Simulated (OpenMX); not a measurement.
**BeTe under changes of volume**

One of the cells (21.254 Å³/atom); the others are scaled copies at fixed shape and fractional positions:

```xyz
2
Lattice="0.0000 2.7700 2.7700 2.7700 0.0000 2.7700 2.7700 2.7700 0.0000" Properties=species:S:1:pos:R:3 pbc="T T T"
Te    4.1550    4.1550    4.1550
Be    0.0000    0.0000    0.0000
```

| Item | Value |
| --- | --- |
| Program | OpenMX 3.8.5 |
| Functional | PBE |
| Potentials or basis | OpenMX 2013 PBE set, Te7.0-s3p3d2f1, Be7.0-s3p2d1, fixed grid of 42 × 42 × 42 points |
| k mesh | 9 × 9 × 9 |
| Occupations | fermi-dirac, width 0.05 eV |
| Spin | no spin polarisation |

```csv
volume (Å³/atom),energy over the lowest point (meV/atom),gap on the mesh (eV)
19.979,86.04,1.81
20.404,61.24,1.86
20.829,41.20,1.90
21.254,?,?
21.679,13.43,1.98
22.104,5.10,2.02
22.529,0.00,2.06
```

Problem. What does the run at 21.254 Å³/atom give?

Solution. Energy over the lowest point 25.32 meV/atom; gap on the mesh 1.94 eV.

Worked out: A Birch-Murnaghan fit of order 3 (a polynomial in V^(-2/3)) to the other rows has its minimum at 23.07 Å³/atom, just outside them, with B0 = V·E''(V) = 54 GPa and B' = 3.8. It gives 25.36 meV/atom at 21.254 Å³/atom, against the run's 25.32. A straight line through the other rows of the gap, of slope 2.05 eV per unit of ln V, gives 1.94 eV, against the run's 1.94.

Energies are extrapolated to zero smearing.

Caveats: spin-orbit coupling is left out, which moves the levels of the heavy elements; an odd mesh through Γ misses points on the zone boundary, where band edges often lie; the basis of atomic orbitals isn't converged, which shifts pressures, moduli and gaps.
